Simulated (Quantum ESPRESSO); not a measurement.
Zn:

```
Zn
1.0
    -1.59358    1.77662    1.74602
     1.50392   -1.50664    1.38638
     1.54411    1.45717   -1.47605
Zn
1
Cartesian
  0.0000 0.0000 0.0000
```

Base run:

* Program: Quantum ESPRESSO 7.5
* Functional: PBE
* Potentials or basis: SSSP 1.3 efficiency PBE
* Cutoff: 748 eV
* Density cutoff: 5987 eV
* k mesh: 11 × 12 × 12
* Occupations: fermi-dirac, width 0.05 eV
* Spin: no spin polarisation

Its results: band gap on the k mesh none (metal or under the smearing width); pressure 2.0 GPa.

Problem. The run is repeated on the same cell with these changes: occupations from fermi-dirac, width 0.05 eV to methfessel-paxton, width 0.136 eV; dispersion from none to D3. What comes out?

Solution. Band gap on the k mesh none (metal or under the smearing width); pressure -0.5 GPa.

Caveats: pairwise dispersion overbinds metals, which lowers pressure and volume (some runs).
